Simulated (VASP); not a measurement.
Input of a VASP 6.6.1 run:

POSCAR

```
HC4
1.0
    2.5222498885      0.0000000000      0.0000000000
    1.2611249442      2.1843324781      0.0000000000
    0.0000000000      0.0000000000     19.9150773331
C H
8 2
Direct
    0.0000000000      0.0000000000      0.3319595445
    0.3333333333      0.3333333333      0.3578119223
    0.3333333333      0.3333333333      0.4353690556
    0.6666666667      0.6666666667      0.4612214333
    0.6666666667      0.6666666667      0.5387785667
    0.0000000000      0.0000000000      0.5646309444
    0.0000000000      0.0000000000      0.6421880777
    0.3333333333      0.3333333333      0.6680404555
    0.3333333333      0.3333333333      0.7238273340
    0.0000000000      0.0000000000      0.2761726660
```

Contents of INCAR.step1:

```
  ALGO = Normal
  EDIFF = 1E-8
  EDIFFG = -0.002
  ENCUT = 600
  GGA = PS
  IBRION = 2
  ISIF = 2
  ISMEAR = 0
  LASPH = True
  LCHARG = False
  LREAL = False
  LWAVE = False
  NELM = 80
  NSW = 40
  PREC = Accurate
  SIGMA = 0.05
```

The input INCAR.step2:

```
  ALGO = Normal
  EDIFF = 1E-8
  ENCUT = 600
  GGA = PS
  IBRION = 8
  ISIF = 2
  ISMEAR = 0
  LASPH = True
  LCHARG = False
  LREAL = False
  LWAVE = False
  NELM = 80
  NSW = 1
  PREC = Accurate
  SIGMA = 0.05
```

The input KPOINTS:

```
k-points
0
Gamma
  8 8 1
```

Potentials or basis: VASP PAW PBE potentials, release 64 (C, H).

Run with:

```bash
$ cat potpaw_PBE.64/C/POTCAR potpaw_PBE.64/H/POTCAR > POTCAR
$ cp INCAR.step1 INCAR
$ mpirun -np 1 vasp_std > vasp.out
$ cp CONTCAR POSCAR
$ cp INCAR.step2 INCAR
$ mpirun -np 1 vasp_std > vasp.out
```

**Question.** Estimate the highest phonon frequency at Γ, LO-TO splitting left out.

**Answer.** 2882 cm⁻¹.

Step by step:
```tsv
step	energy change (eV)	largest force (eV/Å)	pressure (GPa)	volume (Å³)
1	0.0000	1.0308	-2.23	109.72
2	0.1363	2.5604	-2.09	109.72
3	-0.0237	0.2881	-2.26	109.72
4	-0.0272	0.1324	-1.87	109.72
5	-0.0272	0.1222	-1.89	109.72
6	-0.0286	0.1248	-1.72	109.72
7	-0.0288	0.1901	-1.64	109.72
8	-0.0297	0.1410	-1.54	109.72
9	-0.0309	0.1437	-1.23	109.72
10	-0.0313	0.0160	-1.12	109.72
11	-0.0313	0.0058	-1.13	109.72
12	-0.0313	0.0042	-1.12	109.72
13	-0.0313	0.0052	-1.12	109.72
14	-0.0313	0.0020	-1.11	109.72
15	-0.0313	0.0024	-1.11	109.72
16	-0.0313	0.0019	-1.11	109.72
```

Caveat: the PAW data sets were made with another functional, which shifts forces and pressure a little.
